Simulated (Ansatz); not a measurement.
**TiCo: what changed settings do**

All trials start from this Ansatz input:

```yaml
crystal:
  lattice:
    - [2.98611099, 0.0, 0.0]
    - [0.0, 2.98611099, 0.0]
    - [0.0, 0.0, 2.98611099]
  atoms:
    - { symbol: Ti, position: [0.0, 0.0, 0.0], spin: -1.0 }
    - { symbol: Co, position: [0.5, 0.5, 0.5], spin: 3.0 }
basis:
  ecutwfc: 420
kpoints:
  mp_grid: { grid: [6, 6, 6] }
hamiltonian:
  xc: pbe
scf:
  occupations: { method: gaussian, width: 0.1 }
  lower_state_search: "off"
output:
  forces: true
  stress: true
  eigenvalues: true
  populations: true
magnetization:
  spin_polarized: true
```

Command:

```bash
ansatz run input.yaml --threads 1 --pin off --max-ram 1331MiB --backend cpu --events-out ev --progress --plain --runs-dir out
```

The run converges in 27 SCF iterations on 20 irreducible k-points: pressure -1.88 GPa, no gap, cell moment 0.39 μB.

The inputs are trials, many of them unsound on purpose. Their numbers show the effect of the settings and aren't properties of the material. Each trial's input is given as a difference from the reference's; energies are extrapolated to zero smearing where there is one, and pressure is positive in compression.

Problem. Trial 1:

```diff
 crystal:
   atoms:
-    - { symbol: Ti, position: [0.0, 0.0, 0.0], spin: -1.0 }
-    - { symbol: Co, position: [0.5, 0.5, 0.5], spin: 3.0 }
+    - { symbol: Ti, position: [0.0, 0.0, 0.0] }
+    - { symbol: Co, position: [0.5, 0.5, 0.5], spin: 0.6 }
 kpoints:
-  mp_grid: { grid: [6, 6, 6] }
+  mp_grid: { kspacing: 0.33 }
 scf:
+  n_extra_bands: 20
```

What does the program give?

Solution. The run converges in 18 SCF iterations on 20 irreducible k-points: energy 15.8 meV per atom below the reference, pressure -0.34 GPa, no gap, cell moment 0.83 μB.

Problem. Trial 2:

```diff
 crystal:
   atoms:
-    - { symbol: Ti, position: [0.0, 0.0, 0.0], spin: -1.0 }
-    - { symbol: Co, position: [0.5, 0.5, 0.5], spin: 3.0 }
+    - { symbol: Ti, position: [0.981, 0.81, 0.83] }
+    - { symbol: Co, position: [1.481, 1.31, 1.33], spin: 0.6 }
 kpoints:
-  mp_grid: { grid: [6, 6, 6] }
+  mp_grid: { grid: [2, 2, 2] }
 hamiltonian:
+  hubbard: { sites: [{ site: 4, l: d, u_eff: 3.0 }] }
 scf:
+  max_iter: 40
```

How does this run end?

Solution. The program refuses the input:

```text
Error: invalid value for `hamiltonian.hubbard.sites[].site`: index 4 out of range (n_sites = 2)
```

Next try, with these keys changed back:

```diff
 hamiltonian:
-  hubbard: { sites: [{ site: 4, l: d, u_eff: 3.0 }] }
```

The run converges in 21 SCF iterations on 4 irreducible k-points: energy 452 meV per atom above the reference, pressure 4.96 GPa, no gap, cell moment 1.75 μB.

Problem. Trial 3:

```diff
 crystal:
   atoms:
-    - { symbol: Ti, position: [0.0, 0.0, 0.0], spin: -1.0 }
-    - { symbol: Co, position: [0.5, 0.5, 0.5], spin: 3.0 }
+    - { symbol: Ti, position: [0.0, 0.0, 0.0] }
+    - { symbol: Co, position: [0.5, 0.5, 0.5], spin: 0.6 }
 hamiltonian:
-  xc: pbe
+  xc: revpbe
 scf:
+  n_extra_bands: 1
+  mixing: { preconditioner: thomas_fermi }
+  initial_density: { chi_scale: 0, normalization: atom }
+  max_iter: 300
```

How does this run end?

Solution. The program refuses the input:

```text
Error: YAML parse error: error: line 19 column 29: unknown variant `thomas_fermi`, expected one of auto, none, kerker, kerker_dos, resta, local_kerker, ldos
```

Next try, with these keys changed back:

```diff
 scf:
-  mixing: { preconditioner: thomas_fermi }
-  initial_density: { chi_scale: 0, normalization: atom }
```

The run converges in 36 SCF iterations on 20 irreducible k-points: pressure 1.44 GPa, no gap, cell moment 0.45 μB. It warns that the bands leave little room for a larger moment.

Problem. Trial 4 (origin moved):

```diff
 crystal:
   atoms:
-    - { symbol: Ti, position: [0.0, 0.0, 0.0], spin: -1.0 }
-    - { symbol: Co, position: [0.5, 0.5, 0.5], spin: 3.0 }
+    - { symbol: Ti, position: [0.316, 0.554, 0.047] }
+    - { symbol: Co, position: [0.816, 1.054, 0.547], spin: 0.6 }
 kpoints:
-  mp_grid: { grid: [6, 6, 6] }
+  mp_grid: { kspacing: 0.32 }
 hamiltonian:
-  xc: pbe
+  xc: lda
 scf:
-  occupations: { method: gaussian, width: 0.1 }
-  lower_state_search: "off"
+  occupations: { method: fermi_dirac, width: "0.01 Ry" }
+  lower_state_search: standard
+  max_iter: 20
```

What does the program give?

Solution. The run stops unconverged after 20 SCF iterations:

```text
Error: an SCF of a look from atoms behind the run's close used up what the SCFs ahead of it had left of `scf.max_iter`, one limit on all the SCFs of a step, of which they took 17, which ends the run. Ahead of it the run had converged on a state at a free energy of -7513.930147 eV, which is not given out: the interim result, where the run kept one, holds its report …
```

Next try, with these keys changed back:

```diff
 crystal:
   atoms:
-    - { symbol: Ti, position: [0.316, 0.554, 0.047] }
-    - { symbol: Co, position: [0.816, 1.054, 0.547], spin: 0.6 }
+    - { symbol: Ti, position: [0.0, 0.0, 0.0] }
+    - { symbol: Co, position: [0.5, 0.5, 0.5], spin: 0.6 }
```

The message stays the same; the change is kept.

Next try, with these keys changed back:

```diff
 scf:
-  max_iter: 20
```

The run converges in 34 SCF iterations on 20 irreducible k-points: pressure -14.44 GPa, no gap, cell moment 0.35 μB.

Problem. Trial 5 (strained):

```diff
 crystal:
   lattice:
-    - [2.98611099, 0.0, 0.0]
-    - [0.0, 2.98611099, 0.0]
-    - [0.0, 0.0, 2.98611099]
+    - [3.0308794977, -0.0651841207, -0.0275424862]
+    - [-0.0651841207, 2.9431817138, -0.090992744]
+    - [-0.0275424862, -0.090992744, 3.0850039898]
   atoms:
-    - { symbol: Ti, position: [0.0, 0.0, 0.0], spin: -1.0 }
-    - { symbol: Co, position: [0.5, 0.5, 0.5], spin: 3.0 }
+    - { symbol: Ti, position: [0.0, 0.0, 0.0] }
+    - { symbol: Co, position: [0.5, 0.5, 0.5], spin: 0.6 }
 hamiltonian:
+  dispersion: d3bj
+accuracy: high
```

What happens?

Solution. The run converges in 31 SCF iterations on 112 irreducible k-points: pressure -12.31 GPa, no gap, cell moment 0.55 μB.

Problem. Trial 6:

```diff
 crystal:
   atoms:
-    - { symbol: Ti, position: [0.0, 0.0, 0.0], spin: -1.0 }
-    - { symbol: Co, position: [0.5, 0.5, 0.5], spin: 3.0 }
+    - { symbol: Ti, position: [0.0, 0.0, 0.0] }
+    - { symbol: Co, position: [0.5, 0.5, 0.5], spin: 0.6 }
 basis:
-  ecutwfc: 420
+  ecutwfc: 500
 hamiltonian:
-  xc: pbe
+  xc: r2scan
 scf:
-  occupations: { method: gaussian, width: 0.1 }
-  lower_state_search: "off"
+  occupations: { method: fermi_dirac, width: "0.01 Ry" }
+  self_checks: high
```

What happens?

Solution. The run converges in 15 SCF iterations on 20 irreducible k-points: pressure 0.22 GPa, no gap, cell moment 0.93 μB. It warns that the state wasn't tested for a lower one.